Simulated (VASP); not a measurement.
Input of a VASP 6.6.1 run:

INCAR

```
ALGO = Normal
EDIFF = 1E-6
ENCUT = 520
GGA = PE
ISIF = 2
ISMEAR = -1
IVDW = 12
LASPH = True
LCHARG = False
LREAL = Auto
LWAVE = False
NBANDS = 66
NELM = 100
PREC = Accurate
SIGMA = 0.02
```

Contents of KPOINTS:

```
k-points
0
Gamma
  1 1 1
```

File POSCAR:

```
H4CO
1.0
    7.3803230000      0.0000000000      0.0000000000
    0.0000000000      7.3803230000      0.0000000000
    0.0000000000      0.0000000000      7.3803230000
C O H
6 6 24
Direct
    0.4962926419      0.5450032471      0.5396918265
    0.3034962020      0.3497001419     -0.1033152614
    0.5986187867      0.1430967181      0.1992324726
    0.0660540196      0.8359525728      0.4272035248
    0.8968306672      0.1572559900      0.6726941355
    0.7760906941      0.6345928220      0.8701245189
    0.5760181499      0.6888451901      0.4251439944
    0.2885375071      0.1598033040     -0.0477350382
    0.6319642108      0.0473014528      0.0324376047
   -0.0190777558      0.6651334908      0.4435713721
    0.9406092389      0.0712028457      0.8376462656
    0.9657165411      0.6074124398      0.8958280010
    0.3541579413      0.5310336689      0.4938401747
    0.7094133956      0.6508658225      0.4043183476
    0.5692975768      0.4161606477      0.5336622801
    0.4875125384      0.5921963036      0.6781004029
    0.1841382823      0.3943052357     -0.1955876457
    0.4091148856      0.1145613817     -0.0567048353
    0.3109619999      0.4475142890      0.0140237765
    0.4324607473      0.3494697996     -0.1813741756
    0.4877970788      0.2412631534      0.1824174904
    0.7548721106      0.0676257665     -0.0149180463
    0.5527400359      0.0517592523      0.3082249923
    0.7280982147      0.2224970371      0.2372660384
    0.0017207919      0.9342680530      0.3217745348
   -0.0278985080      0.6444975376      0.5683491088
    0.0857279553      0.9044184110      0.5487835695
    0.2072267027      0.8277821987      0.3609598117
    0.7650613666      0.0852808204      0.6116263475
    1.0704545045      0.0857686039      0.8860587809
    0.8541767074      0.2961252509      0.7094404947
    0.9936014996      0.1768350789      0.5680781180
    0.7370951109      0.5403964027      0.7584627394
    1.0191965853      0.7059582623      0.9580339505
    0.6932216923      0.5999601914      0.9999426854
    0.7486935192      0.7713890029      0.8246929030
```

Potentials or basis: VASP PAW PBE potentials, release 64 (C, O, H).

Run with:

```bash
$ cat potpaw_PBE.64/C/POTCAR potpaw_PBE.64/O/POTCAR potpaw_PBE.64/H/POTCAR > POTCAR
$ mpirun -np 1 vasp_gam > vasp.out
```

Problem. What does it give for the dispersion energy per atom?

Solution. -0.034 eV.

Problem. Predict the band gap on the k mesh.

Solution. 4.67 eV, direct.

Stress tensor (GPa, compression positive):
```
-2.79 -0.58 -0.16
-0.58 -0.63  0.66
-0.16  0.66 -0.60
```

A hybrid or GW would open this gap; PBE tends to underestimate it.
